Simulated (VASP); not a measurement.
A run of VASP 6.6.1:

INCAR

```
SYSTEM = ZnSe
  ALGO = Normal
  EDIFF = 1E-7
  EDIFFG = -0.01
  ENCUT = 600
  GGA = PE
  IBRION = 2
  ISIF = 2
  ISMEAR = 0
  LASPH = .True.
  LCHARG = .False.
  LREAL = .False.
  LWAVE = .False.
  NELM = 80
  NSW = 40
  PREC = Accurate
  SIGMA = 0.03
```

File KPOINTS:

```
k-points
0
Gamma
  8 8 8
  0 0 0
```

Contents of POSCAR:

```
ZnSe                                    
1.0
    0.0000000000      2.8306893491      2.8306893491
    2.8306893491      0.0000000000      2.8306893491
    2.8306893491      2.8306893491      0.0000000000
  Zn              Se            
     1     1
Direct
     1.0000000000000000    1.0000000000000000    1.0000000000000000
     0.2500000000000000    0.2500000000000000    0.2500000000000000
```

Potentials or basis: VASP PAW PBE potentials, release 64 (Zn, Se).

Run with:

```console
$ cat potpaw_PBE.64/Zn/POTCAR potpaw_PBE.64/Se/POTCAR > POTCAR
$ mpirun -np 1 vasp_std > vasp.out
```

Hardware: 1 thread of Intel(R) Xeon(R) Platinum 8259CL CPU @ 2.50GHz (Skylake/Cascade Lake), with other jobs on the host.

Q: Estimate the wall time of this run.

A: Run time: 15 s on 1 thread of Intel(R) Xeon(R) Platinum 8259CL CPU @ 2.50GHz (Skylake/Cascade Lake), with other jobs on the host, peak memory 0.18 GiB. Counts: scf iterations 13, k points 29, ion steps 1.
